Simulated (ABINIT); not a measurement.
Runs of ABINIT 10.8.3 (patched build) on Si2Mo. It takes space group I4/mmm (No. 139, tetragonal). Conventional cell: a = 3.200 Å, b = 3.200 Å, c = 7.861 Å, α = 90.00°, β = 90.00°, γ = 90.00°. Mo (site symmetry 4/mmm) is surrounded by 10 Si at 2.62 Å. Si (site symmetry 4mm) has 5 Si at 2.61 to 2.63 Å and 5 Mo at 2.62 Å as nearest neighbours. 

```tsv
task	level	potentials or basis	k mesh	cutoff (eV)	fine-grid cutoff	gap on the mesh (eV)	pressure (GPa)	largest force (eV/Å)
band structure	BLYP	JTH PAW PBE v2.0	12 × 12 × 12	408	816.342 eV	none	(a)	0.32
single point	PBE	PseudoDojo NC SR PBE v0.4.1 standard	9 × 9 × 9	952	-	none	2.0	0.30
single point	r2SCAN	Ansatz PAW PBE default generated set, frozen core	8 × 8 × 8	490	979.61 eV	none	-	(b)
single point	PBEsol	JTH PAW PBE v2.0	16 × 16 × 16	408	816.342 eV	none	-2.5	0.32
```

Alike in all rows: no spin polarisation; cell as given; smearing fermi-dirac 0.05 eV.

Problem. Fill in the values left out.

Solution. (a) 11.8; (b) 0.39.

Caveats: the PAW data sets were made with another functional, which shifts forces and pressure a little (some runs).

A k mesh can miss the band edges, and the runs leave out spin-orbit coupling on Mo.

A gap of «none» marks a metal or a gap under the smearing width.

Not every run made on this cell is shown here.
